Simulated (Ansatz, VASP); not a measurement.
ZnO: VASP beside Ansatz

The input INCAR:

```
PREC = Accurate ; ENCUT = 520
EDIFF = 1E-6 ; ISMEAR = 0
SIGMA = 0.05 ; LREAL = F
LASPH = T ; NELM = 60
ALGO = Normal ; ISIF = 2
LWAVE = F ; LCHARG = F
GGA = PE ; NBANDS = 16
```

KPOINTS

```
regular mesh
0
Gamma
  14 14 14
```

The input POSCAR:

```
ZnO
1.0
    0.0000000000      2.1694420000      2.1694420000
    2.1694420000      0.0000000000      2.1694420000
    2.1694420000      2.1694420000      0.0000000000
Zn O
1 1
Direct
    0.0207426610      0.0207426610     -0.0207426610
    0.5000000000      0.5000000000      0.5000000000
```

Input for Ansatz:

```yaml
crystal:
  lattice:
    - [0.0, 2.169442, 2.169442]
    - [2.169442, 0.0, 2.169442]
    - [2.169442, 2.169442, 0.0]
  atoms:
    - { symbol: Zn, position: [0.020742661, 0.020742661, -0.020742661] }
    - { symbol: O, position: [0.5, 0.5, 0.5] }
basis:
  ecutwfc: 420
kpoints:
  mp_grid: { grid: [14, 14, 14] }
hamiltonian:
  xc: pbe
scf:
  occupations: { method: gaussian, width: 0.05 }
output:
  forces: true
  stress: true
  eigenvalues: true
```

Change from the starting cell: one atom moved.

Alike in both runs: task single point; functional PBE; k mesh 14 × 14 × 14; occupations gaussian, width 0.05 eV; no spin polarisation.

|  | VASP | Ansatz |
| --- | --- | --- |
| version | VASP 6.6.1 | Ansatz 0.2.0 |
| potentials or method | VASP PAW PBE potentials, release 64 (Zn, O) | scalar-relativistic, plane waves, PAW |
| plane-wave cutoff (eV) | 520 | 420 |
| valence electrons in the cell | 18 | 18 |

```csv
,VASP,Ansatz,Ansatz less VASP
gap on the k mesh at the Fermi level (eV),0.71,0.74,+0.029
least direct gap on the mesh (eV),1.87,1.90,+0.032
pressure (GPa),0.5,-0.4,-0.92
largest component of the traceless stress (GPa),1.43,1.34,-0.085
rms of the force components (eV/Å),0.123,0.109,-0.0137
```

Atom by atom the forces differ by 0.014 eV/Å (rms over components).

A k mesh can miss the band edges.
